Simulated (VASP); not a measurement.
# SnO2 in VASP: how settings move the PBEsol relaxation

Aim: see what changed inputs do to the PBEsol relaxation of SnO2 (fluorite). This is a trial cell built on a prototype, not taken from a measured structure, and it needn't be the compound's ground state.

Program: VASP 6.6.1. PAW datasets, plane waves. Computed, not measured; no magnetism was allowed, and the structure may never have been made.

**1. The system as given**

The cell comes from an earlier relaxation with PBE in another program.

It is cubic, Fm-3m (No. 225); a = 5.144 Å in the conventional setting, 11.34 Å³ an atom. Around Sn lie 8 O at 2.23 Å; around O lie 4 Sn at 2.23 Å.

The structure in full:

```cif
data_structure
_symmetry_space_group_name_H-M 'P 1'
_symmetry_Int_Tables_number 1
_cell_length_a 3.6374
_cell_length_b 3.6374
_cell_length_c 3.6374
_cell_angle_alpha 60.000
_cell_angle_beta 60.000
_cell_angle_gamma 60.000
_cell_volume 34.03
loop_
_atom_site_label
_atom_site_type_symbol
_atom_site_fract_x
_atom_site_fract_y
_atom_site_fract_z
_atom_site_occupancy
Sn1 Sn 0.00000 0.00000 0.00000 1
O1 O 0.25000 0.25000 0.25000 1
O2 O 0.75000 0.75000 0.75000 1
```

The PBEsol run on sound settings gave: energy (σ→0) -19.1795 eV, final volume 10.980 Å³/atom.

**2. Try 1**

INCAR reads:

```
ENCUT = 600.000000
SIGMA = 0.020000
EDIFF = 1.00e-07
EDIFFG = -5.00e-03
GGA = PS
PREC = Accurate
IBRION = 2
ISIF = 3
ISMEAR = -1
NBANDS = 20
NELM = 120
NSW = 40
LASPH = .TRUE.
LCHARG = .FALSE.
LWAVE = .FALSE.
LREAL = .FALSE.
```

KPOINTS reads:

```
KPOINTS created by Atomic Simulation Environment
0
Monkhorst-Pack
3 3 3
0 0 0
```

POSCAR reads:

```
Sn O
 1.0000000000000000
     0.0000000000000000    2.5720474696209479    2.5720474696209479
     2.5720474696209479   -0.0000000000000000    2.5720474696209479
     2.5720474696209479    2.5720474696209479   -0.0000000000000000
 Sn  O
   1   2
Cartesian
  0.0000000000000000 -0.0000000000000000 -0.0000000000000000
  1.2860237348104737  1.2860237348104737  1.2860237348104737
  3.8580712044314218  3.8580712044314218  3.8580712044314218
```

The run uses the recommended PBE PAW datasets (26 valence electrons a neutral cell).

On the command line:

```console
mpirun -np 1 vasp_std
```

Before running it: what results should come out? Wanted: for each run, changed; ending; energy change; volume; electronic steps; usable.

As calculated:

| run | changed | ending | energy change (meV/atom) | volume (Å³/atom) | electronic steps | time | usable |
| --- | --- | --- | --- | --- | --- | --- | --- |
| ref. | – | converged | 0 | 10.980 | – | – | yes |
| 1 | mesh 3×3×3, shifted mesh | converged | 19.8 | 10.927 | 61 | 18 s | no |

What this shows: The altered input ended normally, but is faulty or unsound.
